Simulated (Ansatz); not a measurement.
AgI: stiffness from a series of strains

```yaml
crystal:
  lattice:
    - [4.58000, 0.00000, 0.00000]
    - [-2.29000, 3.96640, 0.00000]
    - [0.00000, 0.00000, 7.51000]
  atoms:
    - { symbol: Ag, position: [0.33333, 0.66667, 0.00000] }
    - { symbol: Ag, position: [0.66667, 0.33333, 0.50000] }
    - { symbol: I, position: [0.33333, 0.66667, 0.37500] }
    - { symbol: I, position: [0.66667, 0.33333, 0.87500] }
```

Atom numbers follow the list: Ag1, Ag2, I3, I4.

The cell is COD entry 1011050, as deposited and not checked against the literature; nothing was relaxed. It is an old determination, and later ones may differ.

Spin–orbit coupling is left out, though it moves levels of the heavy atoms by tenths of an eV or more.

These are results of Ansatz 0.2.0, DFT, LDA, all-electron LAPW, scalar-relativistic, not measurements.

Sampling and basis: a Γ-centred 8×8×4 k mesh, Fermi–Dirac smearing of 0.02 eV, basis error target 1 meV/atom, no spin polarisation.

The strain is applied along the Cartesian axes of the cell as listed (the other components stay zero). Fractional coordinates are held (clamped ions).

σ is the change of stress from the unstrained cell, which is at -2.24 GPa; tension is positive, so slopes are stress–strain coefficients at that pressure.

Only quantities that a quadratic follows smoothly over the whole series are listed; rougher ones are left out.

| εxx = εyy | σzz (GPa) | σxx (GPa) |
| --- | --- | --- |
| -0.0200 | -0.55 | -1.74 |
| -0.0100 | -0.26 | -0.81 |
| 0.0000 | 0.00 | 0.00 |
| 0.0200 | 0.44 | 1.28 |

Problem. Fit the series and read off the stiffness at zero strain.

Solution. Least-squares fits y = p0 + p1 x + p2 x² to the rows give σzz (GPa): p1 = 24.7, p2 = -140; σxx (GPa): p1 = 75.5, p2 = -580. So C13 + C23 = 25 GPa and C11 + C12 = 75 GPa, for these axes.

Problem. One run, at εxx = εyy = 0.0100, is withheld. Predict its row.

Solution. The fits give 0.23, 0.70; the run gave 0.23, 0.69.
